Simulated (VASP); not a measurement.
Input and output of a VASP PBE single-point calculation on LiH (strained rocksalt)

INCAR

```
LWAVE = .FALSE.
ENCUT = 520
ISIF = 2
LREAL = .FALSE.
GGA = PE
IBRION = -1
LASPH = .TRUE.
PREC = Accurate
LCHARG = .FALSE.
ISMEAR = -1
EDIFF = 1E-7
NBANDS = 9
SIGMA = 0.02
NELM = 120
NSW = 0
```

KPOINTS

```
KPOINTS created by Atomic Simulation Environment
0
Gamma
10 10 10
0 0 0
```

KPOINTS_OPT

```
special points
8
Reciprocal
0.0000000000 0.0000000000 0.0000000000 1
0.5000000000 0.0000000000 0.5000000000 1
0.6250000000 0.2500000000 0.6250000000 1
0.3750000000 0.3750000000 0.7500000000 1
0.5000000000 0.5000000000 0.5000000000 1
0.5000000000 0.2500000000 0.7500000000 1
0.0000000000 0.5000000000 0.5000000000 1
0.5000000000 0.5000000000 0.0000000000 1
```

POSCAR

```
Li H
 1.0000000000000000
     0.0000000000000000    2.0029948411000000    2.0130098152999998
     2.0029948411000000    0.0000000000000000    2.0130098152999998
     2.0029948411000000    2.0029948411000000    0.0000000000000000
 Li  H
   1   1
Cartesian
  0.0000000000000000  0.0000000000000000  0.0000000000000000
  2.0029948411000000  2.0029948411000000  2.0130098152999998
```

VASP ran with the recommended PBE PAW datasets (4 valence electrons in the cell).

Command

```
mpirun -np 1 vasp_std
```

OSZICAR

```
N       E                     dE             d eps       ncg     rms          rms(c)
DAV:   1    -0.145177335088E+01   -0.14518E+01   -0.14861E+03  1868   0.408E+02
DAV:   2    -0.631208533675E+01   -0.48603E+01   -0.48116E+01  2633   0.554E+01
DAV:   3    -0.636902311734E+01   -0.56938E-01   -0.56919E-01  2218   0.527E+00
DAV:   4    -0.636939173743E+01   -0.36862E-03   -0.36855E-03  2662   0.319E-01
DAV:   5    -0.636939297427E+01   -0.12368E-05   -0.12368E-05  2261   0.118E-02    0.287E+00
DAV:   6    -0.618649812498E+01    0.18289E+00   -0.14897E-01  2019   0.120E+00    0.144E+00
DAV:   7    -0.612524305921E+01    0.61255E-01   -0.19281E-01  2146   0.154E+00    0.220E-01
DAV:   8    -0.612705214419E+01   -0.18091E-02   -0.44233E-03  2170   0.432E-01    0.434E-02
DAV:   9    -0.612698106446E+01    0.71080E-04   -0.15890E-04  2423   0.487E-02    0.697E-03
DAV:  10    -0.612697557107E+01    0.54934E-05   -0.63543E-06  2103   0.179E-02    0.234E-03
DAV:  11    -0.612697476226E+01    0.80881E-06   -0.18763E-07  2734   0.203E-03    0.497E-04
DAV:  12    -0.612697400985E+01    0.75240E-06   -0.61824E-09  1245   0.622E-04    0.436E-04
DAV:  13    -0.612697415670E+01   -0.14684E-06   -0.89711E-09  1163   0.434E-04    0.267E-05
DAV:  14    -0.612697418786E+01   -0.31157E-07   -0.34746E-10  1091   0.159E-04
   1 F= -.61269742E+01 E0= -.61269742E+01  d E =-.963727E-14
       N       E                     dE             ncg
DAV:   1    -0.362297815765E+03   -0.20499E+04      144
DAV:   2    -0.396885702005E+03   -0.34588E+02      193
DAV:   3    -0.397237465063E+03   -0.35176E+00      206
DAV:   4    -0.397238271249E+03   -0.80619E-03      181
DAV:   5    -0.397238279128E+03   -0.78793E-05      207
DAV:   6    -0.397238279198E+03   -0.69206E-07      222
```

From OUTCAR

```
k-points           NKPTS =    102   k-points in BZ     NKDIM =    102   number of bands    NBANDS=      9

   NELECT =       4.0000    total number of electrons

   dimension x,y,z NGX =    24 NGY =   24 NGZ =   24
   dimension x,y,z NGXF=    48 NGYF=   48 NGZF=   48

  energy-cutoff  :      520.00
  volume of cell :       16.15
      direct lattice vectors                 reciprocal lattice vectors
     0.000000000  2.002994841  2.013009815    -0.249626205  0.249626205  0.248384283
     2.002994841  0.000000000  2.013009815     0.249626205 -0.249626205  0.248384283
     2.002994841  2.002994841  0.000000000     0.249626205  0.249626205 -0.248384283

 k-points in reciprocal lattice and weights: KPOINTS created by Atomic Simulation Env
   0.00000000  0.00000000  0.00000000       0.001
   0.10000000  0.00000000  0.00000000       0.008
   0.20000000  0.00000000  0.00000000       0.008
   0.30000000 -0.00000000  0.00000000       0.008
   0.40000000  0.00000000  0.00000000       0.008
   0.50000000  0.00000000  0.00000000       0.004
   0.10000000  0.10000000  0.00000000       0.002
   0.20000000  0.10000000  0.00000000       0.008
   ...

 E-fermi :   0.6154

 k-point     1 :       0.0000    0.0000    0.0000
  band No.  band energies     occupation
      1     -44.2165      2.00000
      2      -5.3446      2.00000
      3      16.1326      0.00000
      4      17.9226      0.00000
      5      17.9226      0.00000
      6      17.9649      0.00000
      7      22.6277      0.00000
      8      22.6561      0.00000
      9      22.6561      0.00000

 k-point     2 :       0.1000    0.0000    0.0000
  band No.  band energies     occupation
      1     -44.2122      2.00000
      2      -5.1679      2.00000
      3      14.6647      0.00000
      4      16.9386      0.00000
      5      17.5452      0.00000
      6      17.5534      0.00000
      7      22.0777      0.00000
      8      23.4797      0.00000
      9      23.4888      0.00000

 k-point     3 :       0.2000    0.0000    0.0000
  band No.  band energies     occupation
      1     -44.2008      2.00000
      2      -4.6518      2.00000
      3      11.4224      0.00000
      4      15.6686      0.00000
      5      16.9125      0.00000
      6      16.9361      0.00000
      7      22.9109      0.00000
      8      23.2005      0.00000
      9      23.3556      0.00000

 k-point     4 :       0.3000   -0.0000    0.0000
  band No.  band energies     occupation
      1     -44.1866      2.00000
      2      -3.8562      2.00000
      3       8.2836      0.00000
      4      14.6262      0.00000
      5      16.5190      0.00000
      6      16.5726      0.00000
      7      21.1348      0.00000
      8      21.2849      0.00000
      9      24.4669      0.00000

 k-point     5 :       0.4000    0.0000    0.0000
  band No.  band energies     occupation
      1     -44.1752      2.00000
      2      -2.9815      2.00000
      3       5.9311      0.00000
      4      13.9456      0.00000
      5      16.4491      0.00000
      6      16.5296      0.00000
      7      19.6478      0.00000
      8      19.7737      0.00000
      9      26.2845      0.00000

 k-point     6 :       0.5000    0.0000    0.0000
  band No.  band energies     occupation
      1     -44.1708      2.00000
      2      -2.5427      2.00000
      3       4.9912      0.00000
      4      13.7104      0.00000
      5      16.5042      0.00000
      6      16.5989      0.00000
      7      19.0670      0.00000
      8      19.1795      0.00000
      9      27.3341      0.00000

 k-point     7 :       0.1000    0.1000    0.0000
  band No.  band energies     occupation
      1     -44.2109      2.00000
      2      -5.1072      2.00000
      3      14.8569      0.00000
      4      16.3105      0.00000
      5      16.3105      0.00000
      6      18.6947      0.00000
      7      19.9709      0.00000
      8      24.8883      0.00000
      9      24.8883      0.00000

 k-point     8 :       0.2000    0.1000    0.0000
  band No.  band energies     occupation
      1     -44.2019      2.00000
      2      -4.6963      2.00000
      3      12.5042      0.00000
      4      14.9447      0.00000
      5      15.3189      0.00000
      6      18.4136      0.00000
      7      20.2449      0.00000
      8      23.5696      0.00000
      9      26.1796      0.00000

 k-point     9 :       0.3000    0.1000    0.0000
  band No.  band energies     occupation
      1     -44.1887      2.00000
      2      -3.9728      2.00000
      3       9.3087      0.00000
      4      13.7037      0.00000
      5      14.7642      0.00000
      6      17.6243      0.00000
      7      21.7546      0.00000
      8      22.6323      0.00000
      9      24.3726      0.00000

 k-point    10 :       0.4000    0.1000    0.0000
  band No.  band energies     occupation
      1     -44.1763      2.00000
      2      -3.0718      2.00000
      3       6.6420      0.00000
      4      12.7660      0.00000
      5      14.7002      0.00000
      6      16.7759      0.00000
      7      21.3782      0.00000
      8      22.5203      0.00000
      9      24.7564      0.00000

 k-point    11 :       0.5000    0.1000    0.0000
  band No.  band energies     occupation
      1     -44.1696      2.00000
      2      -2.3967      2.00000
      3       5.1416      0.00000
      4      12.2172      0.00000
      5      15.1326      0.00000
      6      16.0886      0.00000
      7      21.1726      0.00000
      8      21.4679      0.00000
      9      26.9896      0.00000

 k-point    12 :      -0.4000    0.1000    0.0000
  band No.  band energies     occupation
      1     -44.1709      2.00000
      2      -2.5581      2.00000
      3       5.4736      0.00000
      4      12.0822      0.00000
      5      15.7466      0.00000
      6      16.0232      0.00000
      7      20.4030      0.00000
      8      22.2068      0.00000
      9      26.7958      0.00000

 k-point    13 :      -0.3000    0.1000    0.0000
  band No.  band energies     occupation
      1     -44.1799      2.00000
      2      -3.3805      2.00000
      3       7.4566      0.00000
      4      12.3451      0.00000
      5      15.8509      0.00000
      6      17.2127      0.00000
      7      20.3384      0.00000
      8      23.4890      0.00000
      9      24.8409      0.00000

 k-point    14 :      -0.2000    0.1000    0.0000
  band No.  band energies     occupation
      1     -44.1932      2.00000
      2      -4.2485      2.00000
      3      10.3956      0.00000
      4      12.9896      0.00000
      5      16.3749      0.00000
      6      18.2067      0.00000
      7      21.3325      0.00000
      8      23.0233      0.00000
      9      25.1461      0.00000

 k-point    15 :      -0.1000    0.1000    0.0000
  band No.  band energies     occupation
      1     -44.2056      2.00000
      2      -4.8739      2.00000
      3      13.3695      0.00000
      4      14.4039      0.00000
      5      17.0446      0.00000
      6      18.4010      0.00000
      7      21.9471      0.00000
      8      23.4048      0.00000
      9      23.5242      0.00000

 k-point    16 :       0.2000    0.2000    0.0000
  band No.  band energies     occupation
      1     -44.1960      2.00000
      2      -4.3804      2.00000
      3      12.1819      0.00000
      4      14.0690      0.00000
      5      14.0690      0.00000
      6      17.4104      0.00000
      7      18.1994      0.00000
      8      25.2706      0.00000
      9      28.5185      0.00000

 k-point    17 :       0.3000    0.2000    0.0000
  band No.  band energies     occupation
      1     -44.1852      2.00000
      2      -3.7267      2.00000
      3       9.9214      0.00000
      4      12.3545      0.00000
      5      13.3052      0.00000
      6      17.3923      0.00000
      7      18.3950      0.00000
      8      25.7127      0.00000
      9      28.0244      0.00000

 k-point    18 :       0.4000    0.2000    0.0000
  band No.  band energies     occupation
      1     -44.1739      2.00000
      2      -2.8228      2.00000
      3       7.3400      0.00000
      4      10.7927      0.00000
      5      13.0603      0.00000
      6      16.7862      0.00000
      7      20.6591      0.00000
      8      25.7398      0.00000
      9      26.1065      0.00000

 k-point    19 :       0.5000    0.2000    0.0000
  band No.  band energies     occupation
      1     -44.1662      2.00000
      2      -1.9691      2.00000
      3       5.4756      0.00000
      4       9.7995      0.00000
      5      13.3437      0.00000
      6      16.2176      0.00000
      7      23.2237      0.00000
      8      24.5263      0.00000
      9      26.4310      0.00000

 ...

  Total       -0.0282719     -0.0282719     -0.0628687      0.0000000      0.0000000      0.0000000
  in kB       -2.8043322     -2.8043322     -6.2360448      0.0000000      0.0000000      0.0000000
  external PRESSURE =      -3.9482364 kB  Pullay stress =       0.0000000 kB

 POSITION                                       TOTAL-FORCE (eV/Angst)
 -----------------------------------------------------------------------------------
      0.00000      0.00000      0.00000         0.000000      0.000000      0.000000
      2.00299      2.00299      2.01301         0.000000     -0.000000     -0.000000
 -----------------------------------------------------------------------------------
    total drift:                                0.000000     -0.000000     -0.000000

  FREE ENERGIE OF THE ION-ELECTRON SYSTEM (eV)
  ---------------------------------------------------
  free  energy   TOTEN  =        -6.1269741879 eV

  energy  without entropy=       -6.1269741879  energy(sigma->0) =       -6.12697419
```

| Quantity | Value |
| --- | --- |
| gap between bands v and c | 2.92 eV |
| least direct gap | 2.96 eV |
| pressure | -0.4 GPa |

Band v is the last that the valence electrons fill when counted band by band, and c is the next.

The run took about 9.1 s on one core of a shared host (Intel Xeon Platinum 8488C) and held 0.14 GiB at most.
